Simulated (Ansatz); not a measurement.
SnO built on the rocksalt prototype was relaxed with 5 functionals in Ansatz, cell and atoms free, the symmetry of the start kept (meshes: PBE 10×10×10, r2SCAN 8×8×8, PBEsol 8×8×8, LDA 8×8×8, HSE06 6×6×6). No spin polarisation. The prototype was imposed, so other structures may be more stable.

The LDA result:
```cif
data_structure
_symmetry_space_group_name_H-M 'Fm-3m'
_symmetry_Int_Tables_number 225
_cell_length_a 4.9892
_cell_length_b 4.9892
_cell_length_c 4.9892
_cell_angle_alpha 90.000
_cell_angle_beta 90.000
_cell_angle_gamma 90.000
_cell_volume 124.19
loop_
_atom_site_label
_atom_site_type_symbol
_atom_site_symmetry_multiplicity
_atom_site_Wyckoff_symbol
_atom_site_fract_x
_atom_site_fract_y
_atom_site_fract_z
_atom_site_occupancy
Sn1 Sn 4 a 0.00000 0.00000 0.00000 1
O1 O 4 b 0.50000 0.00000 0.00000 1
```

Space group Fm-3m (No. 225), cubic; conventional cell a = 4.989 Å, 15.52 Å³ an atom. Sn is surrounded by 6 O at 2.49 Å; O is surrounded by 6 Sn at 2.49 Å.

**Question.** How does the cell change with HSE06?

**Answer.** a = 5.070 Å; the volume differs by +4.9 % from LDA's. Around Sn lie 6 O at 2.54 Å; around O lie 6 Sn at 2.54 Å.

**Question.** How does the cell change with PBEsol?

**Answer.** a = 5.035 Å; the volume differs by +2.8 % from LDA's. Sn is surrounded by 6 O at 2.52 Å; O is surrounded by 6 Sn at 2.52 Å.

**Question.** Held at the r2SCAN cell, what mean stress does LDA find, and does its sign point to its own minimum?

**Answer.** Yes. LDA -5.18 GPa, and its relaxed volume is -4.9 % from r2SCAN's. Compression counts positive, so a positive stress asks for a larger cell.
